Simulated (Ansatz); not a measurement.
Relaxed bulk SnSe:

```
CELL_PARAMETERS angstrom
0.00000 2.97275 2.97275
2.97275 0.00000 2.97275
2.97275 2.97275 0.00000
ATOMIC_POSITIONS crystal
Sn 0.00000 0.00000 0.00000
Se 0.50000 0.50000 0.50000
```

Miller indices refer to the conventional cell of Fm-3m (No. 225), a = 5.946 Å, b = 5.946 Å, c = 5.946 Å, α = 90.00°, β = 90.00°, γ = 90.00°.

Consider the (111) slab of 9 planes, 13.7 Å thick with 15 Å of vacuum as cut; outer planes Se (top) and Se (bottom), all atoms relaxed.

Computed with DFT PBEsol, scalar-relativistic, plane waves, PAW (Ansatz). Settings: cutoff 420 eV, Γ-centred mesh 9×9×1 on the computed 9-atom cell, Gaussian smearing of 0.05 eV; no spin polarisation. The cell repeats along c with a dipole correction in the vacuum.

The slab isn't stoichiometric (Sn4Se5), so its surface energy depends on the chemical potentials; it is given with the excess atoms taken from the element's standard state, a limit at which the compound may itself be unstable, so the figure can be too low.

Q: Predict the surface energy with the excess atoms taken from the elements.

A: 0.13 J/m².

Q: Estimate the work function.

A: 5.45 eV.

Q: The top two planes lie 1.716 Å apart in the bulk. How does relaxation change this?

A: The spacing becomes 1.356 Å (-21.0 %).

The smearing is narrow for a metal on this mesh.

The reference crystal is the rock-salt form of SnSe, which isn't its usual structure.